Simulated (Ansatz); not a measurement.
What moves the field gradients of Zr3N4?

Cell of run 1: an entry of the Crystallography Open Database (COD).

Space group I-43d (No. 220); a = 6.7400 Å.

```
site  Wyckoff  site symmetry       x       y       z
  Zr      12a           -4..  0.3750  0.0000  0.2500
   N      16c            .3.  0.0630  0.0630  0.0630
```

One atom of each set is listed; the run and its k-mesh use a cell of 14 atoms with edges of 5.84, 5.84, 5.84 Å.

Relaxed positions (PBE, cell held):

Zr (0.3750, 0.0000, 0.2500)
N (0.0687, 0.0687, 0.0687)

All runs are DFT with Ansatz 0.2.0 (plane waves and PAW, scalar-relativistic unless spin–orbit coupling is named, Γ-centred meshes, Fermi–Dirac smearing where given) in this cell.

Run 1: PBE, atoms as given; 420 eV, 6×6×6 k-points, smearing 0.02 eV.
Run 2: PBE, atoms relaxed; 420 eV, 6×6×6 k-points, smearing 0.02 eV.
Run 3: r2SCAN, at the relaxed atoms; 500 eV, 6×6×6 k-points, smearing 0.02 eV.
Run 4: PBE with spin–orbit coupling, at the relaxed atoms; 420 eV, 6×6×6 k-points, smearing 0.02 eV.
Run 5: LDA, at the relaxed atoms; 420 eV, 6×6×6 k-points, smearing 0.02 eV.
Run 6: PBEsol, at the relaxed atoms; 420 eV, 6×6×6 k-points, smearing 0.02 eV.

Question: What does each run give, and what moves the gradients most?

Answer: 

```tsv
run	Zr V_zz (η)	N V_zz (η)
1	14.01 (0.00)	0.89 (0.00)
2	9.98 (0.00)	0.57 (0.00)
3	10.11 (0.00)	0.61 (0.00)
4	9.99 (0.00)	0.57 (0.00)
5	10.16 (0.00)	0.54 (0.00)
6	9.97 (0.00)	0.55 (0.00)
```

V_zz in 10²¹ V/m². Against run 1, the gradient tensors on these sites move by at most 4.03 in run 2 (Zr), 3.90 in run 3 (Zr), 4.02 in run 4 (Zr), 3.85 in run 5 (Zr), 4.04 in run 6 (Zr). Taken one at a time, the positions of the atoms (as given or relaxed) move the tensors on these sites by up to 4.03 (largest principal value of the change, on Zr), the functional (between the two that differ most) by 0.19 (Zr), spin–orbit coupling by 0.01.

In runs 1, 2, 4, 5, 6 the gap is small for the k-mesh or the smearing, and small gradients can still move by 0.1 × 10²¹ V/m² or more. In run 1 the atoms aren't at the calculated equilibrium (largest force 0.32 eV/Å). The cell isn't the equilibrium one in runs 1, 5 (calculated pressure 8, -9 GPa), and the entry's cell may itself be off.
